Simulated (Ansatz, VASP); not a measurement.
ZnO (zincite): VASP beside Ansatz

```
CELL_PARAMETERS angstrom
3.24931 0.00000 0.00000
-1.62465 2.81398 0.00000
0.00000 0.00000 5.20571
ATOMIC_POSITIONS crystal
Zn 0.66667 0.33333 0.00000
Zn 0.33333 0.66667 0.50000
O 0.33333 0.66667 0.87901
O 0.66667 0.33333 0.37901
```

Alike in both runs: task band structure; functional PBEsol; k mesh 9 × 9 × 5; occupations fermi-dirac, width 0.05 eV; no spin polarisation.

```csv
,VASP,Ansatz
version,VASP 6.6.1,Ansatz 0.2.0
potentials or method,"VASP PAW PBE potentials, release 64 (Zn, O)",Ansatz PAW
plane-wave cutoff (eV),520,420
valence electrons in the cell,36,36
```

Ansatz gave:

* gap on the k mesh at the Fermi level (eV): 0.70
* least direct gap on the mesh (eV): 0.70
* gap along the band path (eV): 0.70
* pressure (GPa): -1.4
* largest component of the traceless stress (GPa): 1.10
* rms of the force components (eV/Å): 0.036

Question: Which values does VASP return?

Answer: gap on the k mesh at the Fermi level (eV): 0.68; least direct gap on the mesh (eV): 0.68; gap along the band path (eV): 0.68; pressure (GPa): -0.6; largest component of the traceless stress (GPa): 1.15; rms of the force components (eV/Å): 0.038.

Atom by atom the forces differ by 0.002 eV/Å (rms over components).

Caveats: the PAW data sets were made with another functional, which shifts forces and pressure a little (VASP); the pressure holds a Pulay correction of +0.8 GPa for the finite cutoff (Ansatz); the PAW data sets come from PBE, with cores solved anew for the run's functional, which leaves a small shift of forces and pressure (Ansatz). Expect the measured gap to be larger: semilocal functionals such as PBEsol lack the derivative discontinuity.
